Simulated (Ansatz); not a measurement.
# Cadmium, bcc under RPBE: ground state and equation of state, part 2 of 2

The plan for cadmium in the bcc structure: relax it, solve it on a dense k-mesh, then scale the cell to 7 volumes from 88 to 112 % of the relaxed one and try a fit of the equation of state. Spin polarisation is left out. The k-meshes are 13×13×13 for the relaxation; 20×20×20 for the dense run; 14×14×14 for the volumes.

Ansatz 0.2.0; DFT, RPBE, plane waves (420 eV) with PAW, scalar-relativistic.

## (6) The cell scaled to 96 % of its volume

This is Cd in the bcc structure; at room conditions it is hcp.

The input, input.yaml:

```yaml
crystal:
  lattice:
    - [-1.816505696, 1.816505696, 1.816505696]
    - [1.816505696, -1.816505696, 1.816505696]
    - [1.816505696, 1.816505696, -1.816505696]
  atoms:
    - { symbol: Cd, position: [0.0, 0.0, 0.0] }
hamiltonian:
  xc: rpbe
  pseudopotentials:
    kind: paw
    azcp:
      Cd: "pseudopotentials/Cd.paw.azcp"
basis:
  ecutwfc: 420
  fft_grid_basis: typed
kpoints:
  mp_grid: { grid: [14, 14, 14], shift: [0, 0, 0] }
magnetization:
  spin_polarized: false
scf:
  occupations: { method: fermi_dirac, width: 0.1 }
  lower_state_search: "off"
output:
  stress: true
```

Standard output (excerpt; [...] marks lines left out):

```text
Warning: RAYON_NUM_THREADS=2 ignored (pool sized by the plan → 2); use --threads N
[...]
Pseudopotentials: kind: paw
Pseudopotential: Cd, paw, valence charge 20, recommended cutoff 420 eV (normal), <dir>
Functional definition: RPBE
[...]
Crystal: 1 atoms, lattice volume = 23.976 Å³
Basis set: ecut = 420 eV, 459 PW (Γ)
Bands: 14, of which v1, the nominal top of the filled ones, is band 10 counted from 1 (9 counted from 0)
Symmetry: 48 space group operations
Space group: Im-3m (ITA 229), of the structure as read, at distance tolerance 2.9e-5 Å
k-points: 104 of 2744
[...]
SCF iter   1: F=—  HF=-8262.645591 eV  |F-HF|=—  |Δ(HF+E_count)|=         —  Δρ=3.96e-3  dr2=3.14e-3  ethr=1.77e-3  ⟨swp⟩=5.2  Hψ=7339  notcnv=0
[...]
SCF iter   6: F=-8262.644698 eV  HF=-8262.644698 eV  |F-HF|=4.04e-10  |Δ(HF+E_count)|=   1.83e-8  Δρ=2.15e-6  dr2=5.76e-10  ethr=5.64e-11  ⟨swp⟩=2.0  Hψ=4378  notcnv=0
[...]
SCF converged after 6 iterations
Free energy (F): -8262.644698 eV
[...]
E sigma→0 (E₀):  -8262.637496 eV
Entropy (-TS):   -0.014403 eV (-14.403 meV/atom)
Fermi energy:    12.942012 eV
[...]
--- Stress (GPa, compression-positive) ---
        1.427363      -0.000000      -0.000000
       -0.000000       1.427363      -0.000000
       -0.000000      -0.000000       1.427363
  P = ⅓ Tr σ = 1.4274 GPa (14.274 kbar)
```

Wall time 0.94 s (2 threads of an Arm CPU, shared host); peak memory 0.28 GiB.

## (7) The cell scaled to 100 % of its volume

Edit input.yaml of step 6 so:

```diff
@@ -2,5 +2,5 @@
   lattice:
-    - [-1.816505696, 1.816505696, 1.816505696]
-    - [1.816505696, -1.816505696, 1.816505696]
-    - [1.816505696, 1.816505696, -1.816505696]
+    - [-1.8413924281, 1.8413924281, 1.8413924281]
+    - [1.8413924281, -1.8413924281, 1.8413924281]
+    - [1.8413924281, 1.8413924281, -1.8413924281]
   atoms:
@@ -25 +25,5 @@
   stress: true
+  write_density: true
+  write_potential: true
+  elf: true
+  volumetric_format: npy
```

Standard output (excerpt; [...] marks lines left out):

```text
Warning: RAYON_NUM_THREADS=2 ignored (pool sized by the plan → 2); use --threads N
[...]
[... 3 set-up lines as earlier in the session ...]
[...]
Crystal: 1 atoms, lattice volume = 24.975 Å³
Basis set: ecut = 420 eV, 459 PW (Γ)
Bands: 14, of which v1, the nominal top of the filled ones, is band 10 counted from 1 (9 counted from 0)
[... 2 set-up lines as earlier in the session ...]
k-points: 104 of 2744
[...]
SCF iter   1: F=—  HF=-8262.650530 eV  |F-HF|=—  |Δ(HF+E_count)|=         —  Δρ=3.89e-3  dr2=3.25e-3  ethr=1.77e-3  ⟨swp⟩=5.2  Hψ=7339  notcnv=0
[...]
SCF iter   6: F=-8262.649583 eV  HF=-8262.649583 eV  |F-HF|=5.51e-10  |Δ(HF+E_count)|=   2.10e-8  Δρ=2.08e-6  dr2=6.25e-10  ethr=6.45e-11  ⟨swp⟩=4.1  Hψ=7057  notcnv=0
[...]
SCF converged after 6 iterations
Free energy (F): -8262.649583 eV
[...]
E sigma→0 (E₀):  -8262.642371 eV
Entropy (-TS):   -0.014424 eV (-14.424 meV/atom)
Fermi energy:    12.245950 eV
[...]
--- Stress (GPa, compression-positive) ---
        0.199986       0.000000       0.000000
       -0.000000       0.199986      -0.000000
       -0.000000      -0.000000       0.199986
  P = ⅓ Tr σ = 0.2000 GPa (2.000 kbar)
--- Band table (eV; the first three rows and the last of 104) ---
  k-point 0: bands = ["-90.5621", "-51.6061", "-51.6061", "-51.6061", "3.3097", "3.3097", "3.3097", "3.7987", "3.7987", "4.4102", "26.5772", "26.5772", "26.5772", "26.8891"]
[...]
```

Wall time 1.3 s (2 threads of an Arm CPU, shared host); peak memory 0.29 GiB.

## (8) The cell scaled to 104 % of its volume

Edit input.yaml of step 7 so:

```diff
@@ -2,5 +2,5 @@
   lattice:
-    - [-1.8413924281, 1.8413924281, 1.8413924281]
-    - [1.8413924281, -1.8413924281, 1.8413924281]
-    - [1.8413924281, 1.8413924281, -1.8413924281]
+    - [-1.8656240547, 1.8656240547, 1.8656240547]
+    - [1.8656240547, -1.8656240547, 1.8656240547]
+    - [1.8656240547, 1.8656240547, -1.8656240547]
   atoms:
@@ -25,5 +25 @@
   stress: true
-  write_density: true
-  write_potential: true
-  elf: true
-  volumetric_format: npy
```

Standard output (excerpt; [...] marks lines left out):

```text
Warning: RAYON_NUM_THREADS=2 ignored (pool sized by the plan → 2); use --threads N
[...]
[... 3 set-up lines as earlier in the session ...]
[...]
Crystal: 1 atoms, lattice volume = 25.974 Å³
Basis set: ecut = 420 eV, 531 PW (Γ)
Bands: 14, of which v1, the nominal top of the filled ones, is band 10 counted from 1 (9 counted from 0)
[... 1 set-up line as earlier in the session ...]
Space group: Im-3m (ITA 229), of the structure as read, at distance tolerance 3.0e-5 Å
k-points: 104 of 2744
[...]
SCF iter   1: F=—  HF=-8262.648892 eV  |F-HF|=—  |Δ(HF+E_count)|=         —  Δρ=3.88e-3  dr2=3.43e-3  ethr=1.77e-3  ⟨swp⟩=5.2  Hψ=7350  notcnv=0
[...]
SCF iter   6: F=-8262.647876 eV  HF=-8262.647876 eV  |F-HF|=9.62e-10  |Δ(HF+E_count)|=   2.68e-8  Δρ=2.29e-6  dr2=1.02e-9  ethr=9.03e-11  ⟨swp⟩=2.0  Hψ=4414  notcnv=0
[...]
SCF converged after 6 iterations
Free energy (F): -8262.647876 eV
[...]
E sigma→0 (E₀):  -8262.640744 eV
Entropy (-TS):   -0.014265 eV (-14.265 meV/atom)
Fermi energy:    11.609760 eV
[...]
--- Stress (GPa, compression-positive) ---
       -0.701609      -0.000000      -0.000000
        0.000000      -0.701609      -0.000000
        0.000000       0.000000      -0.701609
  P = ⅓ Tr σ = -0.7016 GPa (-7.016 kbar)
```

Wall time 0.97 s (2 threads of an Arm CPU, shared host); peak memory 0.29 GiB.

## (9) The cell scaled to 108 % of its volume

Edit input.yaml of step 8 so:

```diff
@@ -2,5 +2,5 @@
   lattice:
-    - [-1.8656240547, 1.8656240547, 1.8656240547]
-    - [1.8656240547, -1.8656240547, 1.8656240547]
-    - [1.8656240547, 1.8656240547, -1.8656240547]
+    - [-1.8892420563, 1.8892420563, 1.8892420563]
+    - [1.8892420563, -1.8892420563, 1.8892420563]
+    - [1.8892420563, 1.8892420563, -1.8892420563]
   atoms:
```

Standard output (excerpt; [...] marks lines left out):

```text
Warning: RAYON_NUM_THREADS=2 ignored (pool sized by the plan → 2); use --threads N
[...]
[... 3 set-up lines as earlier in the session ...]
[...]
Crystal: 1 atoms, lattice volume = 26.973 Å³
Basis set: ecut = 420 eV, 531 PW (Γ)
Bands: 14, of which v1, the nominal top of the filled ones, is band 10 counted from 1 (9 counted from 0)
[... 2 set-up lines as earlier in the session ...]
k-points: 104 of 2744
[...]
SCF iter   1: F=—  HF=-8262.642441 eV  |F-HF|=—  |Δ(HF+E_count)|=         —  Δρ=3.87e-3  dr2=3.62e-3  ethr=1.77e-3  ⟨swp⟩=5.3  Hψ=7355  notcnv=0
[...]
SCF iter   6: F=-8262.641349 eV  HF=-8262.641349 eV  |F-HF|=1.61e-9  |Δ(HF+E_count)|=   3.49e-8  Δρ=2.68e-6  dr2=1.60e-9  ethr=1.36e-10  ⟨swp⟩=2.0  Hψ=4571  notcnv=0
[...]
SCF converged after 6 iterations
Free energy (F): -8262.641349 eV
[...]
E sigma→0 (E₀):  -8262.634341 eV
Entropy (-TS):   -0.014017 eV (-14.017 meV/atom)
Fermi energy:    11.026293 eV
[...]
--- Stress (GPa, compression-positive) ---
       -1.357390      -0.000000      -0.000000
       -0.000000      -1.357390       0.000000
       -0.000000      -0.000000      -1.357390
  P = ⅓ Tr σ = -1.3574 GPa (-13.574 kbar)
```

Run time: 0.99 s. Hardware: 2 threads of an Arm CPU, shared host; peak memory 0.29 GiB.

## (10) The cell scaled to 112 % of its volume

Edit input.yaml of step 9 so:

```diff
@@ -2,5 +2,5 @@
   lattice:
-    - [-1.8892420563, 1.8892420563, 1.8892420563]
-    - [1.8892420563, -1.8892420563, 1.8892420563]
-    - [1.8892420563, 1.8892420563, -1.8892420563]
+    - [-1.9122838645, 1.9122838645, 1.9122838645]
+    - [1.9122838645, -1.9122838645, 1.9122838645]
+    - [1.9122838645, 1.9122838645, -1.9122838645]
   atoms:
@@ -25 +25,5 @@
   stress: true
+  write_density: true
+  write_potential: true
+  elf: true
+  volumetric_format: npy
```

Standard output (excerpt; [...] marks lines left out):

```text
Warning: RAYON_NUM_THREADS=2 ignored (pool sized by the plan → 2); use --threads N
[...]
[... 3 set-up lines as earlier in the session ...]
[...]
Crystal: 1 atoms, lattice volume = 27.972 Å³
Basis set: ecut = 420 eV, 555 PW (Γ)
Bands: 14, of which v1, the nominal top of the filled ones, is band 10 counted from 1 (9 counted from 0)
[... 2 set-up lines as earlier in the session ...]
k-points: 104 of 2744
[...]
SCF iter   1: F=—  HF=-8262.632503 eV  |F-HF|=—  |Δ(HF+E_count)|=         —  Δρ=3.84e-3  dr2=3.78e-3  ethr=1.77e-3  ⟨swp⟩=5.4  Hψ=7371  notcnv=0
[...]
SCF iter   6: F=-8262.631349 eV  HF=-8262.631349 eV  |F-HF|=2.44e-9  |Δ(HF+E_count)|=   4.56e-8  Δρ=3.11e-6  dr2=2.36e-9  ethr=1.76e-10  ⟨swp⟩=4.2  Hψ=7088  notcnv=0
[...]
SCF converged after 6 iterations
Free energy (F): -8262.631349 eV
[...]
E sigma→0 (E₀):  -8262.624435 eV
Entropy (-TS):   -0.013828 eV (-13.828 meV/atom)
Fermi energy:    10.487787 eV
[...]
--- Stress (GPa, compression-positive) ---
       -1.823170      -0.000000      -0.000000
        0.000000      -1.823170      -0.000000
        0.000000       0.000000      -1.823170
  P = ⅓ Tr σ = -1.8232 GPa (-18.232 kbar)
--- Band table (eV; the first three rows and the last of 104) ---
  k-point 0: bands = ["-92.1446", "-53.1946", "-53.1946", "-53.1946", "1.7878", "1.7878", "1.7878", "2.1708", "2.1708", "3.3790", "23.7632", "23.7632", "23.7632", "24.4100"]
[...]
```

Run time: 1.3 s. Hardware: 2 threads of an Arm CPU, shared host; peak memory 0.29 GiB.

## (11) The equation of state

All volumes keep the relaxed shape and fractional coordinates.

```csv
V (Å³/atom),E − E₀ (meV/atom),P from the stress (GPa),P from the fit (GPa)
21.978,44.4,5.31,5.27
22.977,18.7,3.08,3.06
23.976,5.0,1.43,1.42
24.975,0.1,0.20,0.21
25.974,1.8,-0.70,-0.69
26.973,8.2,-1.36,-1.34
27.972,18.1,-1.82,-1.80
```

A third-order Birch-Murnaghan fit gives V₀ = 25.179 Å³/atom, B₀ = 25 GPa and B₀′ = 6.8; it misses no point by more than 0.02 meV/atom.

## (12) What came out

The summary covers parts 1 to 2.

| quantity | value |
| --- | --- |
| space group (spins left aside) | Im-3m (No. 229) |
| conventional cell | a = 3.683 Å |
| volume | 24.975 Å³/atom |
| shortest distance | 3.189 Å |
| gap on the mesh | none (levels filled in part) |
| relative to hcp | +42 meV/atom |
| V₀, B₀, B₀′ | 25.179 Å³/atom, 25 GPa, 6.8 |

In words: The relaxation enlarged the cell by 15.7 % in volume. It lies 42 meV/atom above the element's reference form at the same level (hcp, from a run of its own). Levels at the Fermi energy are filled in part, as in a metal. B₀ comes out at 25 GPa. The symmetry was held, so the structure may be unstable against distortions that break it.
